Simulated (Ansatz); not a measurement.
## KCl: frozen-core PAW against all-electron methods

```
CELL_PARAMETERS angstrom
3.63400 -0.01817 -0.01817
-0.01817 3.63400 -0.01817
-0.01817 -0.01817 3.63400
ATOMIC_POSITIONS crystal
K 0.00000 0.00000 0.00000
Cl 0.50000 0.50000 0.50000
```

Atoms are numbered in the order listed.

Conventional cell: a = 5.165 Å, b = 5.165 Å, c = 6.231 Å, α = 90.00°, β = 90.00°, γ = 120.00°. K (atom 1) is surrounded by 8 Cl at 3.12 to 3.16 Å. Cl (atom 2) is surrounded by 8 K at 3.12 to 3.16 Å.

The cell is COD entry 1000050, as deposited and not checked against the literature; nothing was relaxed. The listed cell was then made from it by scaling, straining or moving an atom.

All numbers are computed: DFT, PBEsol, PAW with Ansatz's default frozen-core files, scalar-relativistic (Ansatz 0.2.0); DFT, PBEsol, all-electron LAPW, scalar-relativistic (Ansatz 0.2.0).

For PAW: a Γ-centred 7×7×7 k mesh, Fermi–Dirac smearing of 0.02 eV, cutoff 420 eV, no spin polarisation; the PAW files were made with PBE, and the program remakes their frozen cores for this functional. LAPW targets a basis error of 0.5 meV/atom. The Ansatz runs share mesh, smearing and spin set-up. Plane-wave (PAW) pressures include the program's estimate of the Pulay term.

Stress and pressure are positive in compression.

The change that made this cell: equal xy, yz and zx engineering shear strains of -1 %.

PAW results:

```
       quantity    PAW
 pressure (GPa)   2.30
stress yz (GPa)   0.14
stress xz (GPa)   0.14
stress xy (GPa)   0.14
  band gap (eV)  5.401
```

(1) What does full-potential LAPW give for the same quantities?

## Answers

(1) 
| quantity | LAPW |
| --- | --- |
| pressure (GPa) | 2.30 |
| stress yz (GPa) | 0.14 |
| stress xz (GPa) | 0.14 |
| stress xy (GPa) | 0.14 |
| band gap (eV) | 5.370 |
